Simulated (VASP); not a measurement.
A run of VASP 6.6.1 is set up as follows.

File INCAR:

```
ALGO = Normal ; EDIFF = 1E-6
ENCUT = 520 ; GGA = PE
ISIF = 2 ; ISMEAR = 0
LASPH = True ; LCHARG = False
LREAL = False ; LWAVE = False
NBANDS = 16 ; NELM = 60
PREC = Accurate ; SIGMA = 0.02
```

KPOINTS

```
k-points
0
Gamma
  8 8 8
```

The input POSCAR:

```
CdTe
1.0
    0.0000000000      3.3086867292      3.3086867292
    3.3086867292      0.0000000000      3.3086867292
    3.3086867292      3.3086867292      0.0000000000
Cd Te
1 1
Direct
    0.0000000000      0.0000000000      0.0000000000
    0.7500000000      0.7500000000      0.7500000000
```

Potentials or basis: VASP PAW PBE potentials, release 64 (Cd, Te).

The run is started by

```console
$ cat potpaw_PBE.64/Cd/POTCAR potpaw_PBE.64/Te/POTCAR > POTCAR
$ mpirun -np 1 vasp_std > vasp.out
```

(1) Estimate the pressure.

(2) What does it give for the band gap on the k mesh?

Results:

(1) 0.1 GPa.

(2) 0.58 eV, direct.

Caveat: spin-orbit coupling is left out, which moves the levels of the heavy elements.

**Experimental background.**

From a printed reference work, data compilation, for a bulk crystal of CdTe at 0 K: band gap 1.607 eV.

Measured gap of CdTe: 1.607 eV (0 K; a printed reference work, data compilation). This calculation gives 0.58 eV (-1.02 eV). So large a miss can be the level of theory's own, or it may mean another phase, state or a wrong row. Spin-orbit coupling on Cd, Te is left out. The value is that of PBE, without temperature or zero-point motion. Semilocal functionals fall short of measured gaps as a rule.
